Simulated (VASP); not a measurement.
A convergence study with VASP on InN (space group no. 216 when undisturbed): one setting is varied, all else stays as given below, so the limit is that of these other settings. One atom is moved off its site, so that forces are finite.

```
InN
1.0
    0.00000     2.47755     2.47755
    2.47755     0.00000     2.47755
    2.47755     2.47755     0.00000
In N
1 1
Direct
  0.00583   0.00583   0.00583
  0.25000   0.25000   0.25000
```

The numbers are results of LDA (Ceperley-Alder, Perdew-Zunger), VASP's LDA PAW potentials (set 64) (plane waves; VASP), not measurements. The tightest run used: 960 eV cut-off, 9×9×9 Γ-centred mesh, Fermi-Dirac smearing of 0.020 eV, potentials In_d N.

```tsv
setting	E (eV/atom)	pressure (GPa)	largest force (eV/Å)	plane waves
ENCUT = 140	-2.4625	-472.14	0.875	125
ENCUT = 160	-5.0565	-226.73	0.523	150
ENCUT = 180	-5.9104	-119.87	0.642	175
ENCUT = 200	-6.0246	-73.25	0.651	203
ENCUT = 220	-6.1098	-48.70	0.604	232
ENCUT = 240	-6.1684	-35.15	0.527	271
ENCUT = 280	-6.1432	-20.62	0.539	332
ENCUT = 320	-6.1599	-12.07	0.549	411
```

Task: These are the cheaper rows. Estimate the results at ENCUT = 960, and how far the last row shown lies from them.

Result: 
```tsv
quantity	tightest run	last row shown is off by
E (eV/atom)	-6.1681	0.0082
pressure (GPa)	-0.64	-11.43
largest force (eV/Å)	0.553	-0.004
```

Left out are rungs that failed or repeat a setting and relaxations that didn't move; long series are thinned to 24 rows.

The structure is a typed InN crystal (space group no. 216). The cell was not relaxed at this level, it is distorted from the ideal structure.
